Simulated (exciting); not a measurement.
Input of an exciting (release sodium) run:

The input input.xml:

```xml
<input>
  <title>ZnS</title>
  <structure speciespath="./" tshift="false">
    <crystal scale="1">
      <basevect>0.000000000000 5.106039988739 5.106039988739</basevect>
      <basevect>5.106039988739 0.000000000000 5.106039988739</basevect>
      <basevect>5.106039988739 5.106039988739 0.000000000000</basevect>
    </crystal>
    <species speciesfile="Zn.xml" rmt="2">
      <atom coord="0.750000000000 0.750000000000 0.750000000000"/>
    </species>
    <species speciesfile="S.xml" rmt="1.9">
      <atom coord="0.000000000000 0.000000000000 0.000000000000"/>
    </species>
  </structure>
  <groundstate do="fromscratch" ngridk="6 6 6" rgkmax="7.5" gmaxvr="14" lmaxapw="10" lmaxmat="10" lmaxvr="8" xctype="GGA_PBE" stype="Gaussian" swidth="0.00073499" nempty="10" ValenceRelativity="iora*" epsengy="1e-05" epspot="1e-05" maxscl="60" tforce="true" outputlevel="normal"/>
</input>
```

Potentials or basis: all-electron LAPW+lo, shipped species files, valence relativity iora*.

Run with:

```console
$ OMP_NUM_THREADS=4 exciting_smp
```

Estimate the band gap on the k mesh.

2.10 eV, direct.

Caveat: rgkmax is low for these elements, so energy differences scatter by about 1 meV per atom.

**Measured values to compare with.**

“Electronic, vibrational, and thermodynamic properties of ZnS (zincblende and rocksalt structure)”, 2009, arxiv:0911.5022 quotes, for a bulk crystal of ZnS at 19 K: band gap 3.85 eV (direct).

Measured gap of ZnS: 3.85 eV (direct; 19 K; quoted in “Electronic, vibrational, and thermodynamic properties of ZnS (zincblende and rocksalt structure)”, 2009, arxiv:0911.5022). This calculation gives 2.10 eV (-1.75 eV). The value is that of PBE, without temperature or zero-point motion. Semilocal functionals fall short of measured gaps as a rule.
